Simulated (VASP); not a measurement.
**VASP inputs for HgTe (rocksalt)**

INCAR

```
EDIFFG = -5E-3
LWAVE = .FALSE.
EDIFF = 1E-7
NELM = 120
LCHARG = .FALSE.
IBRION = 2
NBANDS = 16
NSW = 40
SIGMA = 0.02
LREAL = .FALSE.
ISMEAR = -1
LASPH = .TRUE.
ENCUT = 600
ISIF = 3
GGA = CA
PREC = Accurate
```

KPOINTS

```
KPOINTS created by Atomic Simulation Environment
0
Gamma
6 6 6
0 0 0
```

POSCAR

```
Hg Te
 1.0000000000000000
     0.0000000000000000    3.0695573675518215    3.0695573675518215
     3.0695573675518215    0.0000000000000000    3.0695573675518215
     3.0695573675518215    3.0695573675518215   -0.0000000000000000
 Hg  Te
   1   1
Cartesian
 -0.0000000000000000 -0.0000000000000000  0.0000000000000000
  3.0695573675518215  3.0695573675518215  3.0695573675518215
```

VASP ran with the recommended LDA PAW datasets (18 valence electrons in the cell).

Q: Predict the results.

A: relaxed cell vector lengths 4.212, 4.212, 4.212 Å; relaxed cell volume 52.83 Å³.
